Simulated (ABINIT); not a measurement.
A run of ABINIT 10.8.3 (patched build) is set up as follows.

File run.abi:

```
ndtset 2

pp_dirpath "./"
pseudos "In.LDA_PW-JTH_sp.xml, P.LDA_PW-JTH.xml"

acell 3*1.0 Angstrom
rprim
     0.0000000000     2.9305000000     2.9305000000
     2.9305000000     0.0000000000     2.9305000000
     2.9305000000     2.9305000000     0.0000000000
ntypat 2
znucl 49 15
natom 2
typat 1 2
xred
     0.0000000000     0.0000000000     0.0000000000
     0.7500000000     0.7500000000     0.7500000000

ecut 20.0
pawecutdg 40.0

ixc 7

occopt 3
tsmear 0.00183747

nspinor 2
nspden 1
pawspnorb 1

nstep 100

iomode 3
prtwf 0
prteig 0
prtebands 0
prtden1 1

kptopt1 4
ngkpt1 8 8 8
nshiftk1 1
shiftk1 0.0 0.0 0.0
nband1 16
tolvrs1 1.0e-9

iscf2 -2
getden2 1
nband2 24
nbdbuf2 2
tolwfr2 1.0e-12
kptopt2 -9
ndivsm2 5
prteig2 1
kptbounds2
     0.0000000000     0.0000000000     0.0000000000
     0.5000000000     0.0000000000     0.5000000000
     0.5000000000     0.2500000000     0.7500000000
     0.3750000000     0.3750000000     0.7500000000
     0.0000000000     0.0000000000     0.0000000000
     0.5000000000     0.5000000000     0.5000000000
     0.6250000000     0.2500000000     0.6250000000
     0.5000000000     0.2500000000     0.7500000000
     0.5000000000     0.5000000000     0.5000000000
     0.3750000000     0.3750000000     0.7500000000
```

Potentials or basis: JTH PAW LDA v2.0 sp.

Command:

```sh
$ abinit run.abi > log 2>&1
```

Q: Predict the band gap along the path.

A: 0.54 eV, direct.

Q: Estimate the pressure.

A: 1.1 GPa.

Levels at the corners of the path, in eV from the valence-band top:
```csv
point,band 6,band 7,band 8,band 9,band 10,band 11
Γ,0.00,0.00,0.00,0.54,0.54,3.66
X,-2.44,-2.34,-2.34,1.58,1.58,2.11
W,-3.06,-3.01,-2.93,4.20,4.20,4.30
K,-3.37,-2.01,-2.00,2.19,2.20,4.29
Γ,0.00,0.00,0.00,0.54,0.54,3.66
L,-1.09,-0.96,-0.96,1.33,1.33,4.61
U,-3.37,-2.01,-2.00,2.19,2.20,4.29
W,-3.06,-3.01,-2.93,4.20,4.20,4.30
L,-1.09,-0.96,-0.96,1.33,1.33,4.61
K,-3.37,-2.01,-2.00,2.19,2.20,4.29
```

Caveat: this set keeps more shells in the core, which shifts pressures and gaps.

**Experimental background.**

A printed reference work, data compilation reports, for a bulk crystal of InP at 1.6 K: band gap 1.4236 eV (direct).

Measured gap of InP: 1.4236 eV (direct; 1.6 K; a printed reference work, data compilation). This calculation gives 0.54 eV (-0.88 eV). The value is that of LDA, without temperature or zero-point motion. Semilocal functionals fall short of measured gaps as a rule.
